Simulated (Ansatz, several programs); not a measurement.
Cs2SnI6 in the vacancy-ordered double perovskite structure, relaxed with PBE in Ansatz (plane waves, PAW): it is cubic, Fm-3m (No. 225); conventional cell a = 12.042 Å, 48.51 Å³ an atom. Cs is surrounded by 12 I at 4.26 Å; Sn is surrounded by 6 I at 2.91 Å; I is surrounded by 1 Sn at 2.91 Å and 4 Cs at 4.26 Å. The cell was then scaled with its shape and fractional coordinates held, which makes it stiffer than a relaxed compression. The values are computed, spin-unpolarised, and not measurements.

```
V (Å³/atom)  E (meV/atom)
     45.597         10.20
     48.508          0.00
     49.963          2.03
     51.418          7.74
```

**Question.** Pass a cubic E = c₀ + c₁u + c₂u² + c₃u³, with u = V − 48.872 Å³, through these points.

**Answer.** c₀ = 0.12, c₁ = +0.700, c₂ = 1.011, c₃ = -0.0435 (meV and Å³).

**Question.** Where is the minimum, and what bulk modulus follows?

**Answer.** dE/du = 0 at u = -0.339, so V₀ = 48.53 Å³. B = V₀ d²E/dV² = 48.53 × (2c₂ + 6c₃u) = 48.53 × 2.111 = 102 meV/Å³, and 1 meV/Å³ is 0.16022 GPa: 16 GPa. A third-order Birch-Murnaghan fit to all five points gives 48.53 Å³ and 16 GPa.

**Question.** Predict the energy and the pressure at the withheld volume, 47.053 Å³.

**Answer.** With u = -1.819: E ≈ 2.45 meV and P = −dE/dV ≈ +0.55 GPa. The run gives 2.42 meV and, from its stress, +0.54 GPa.
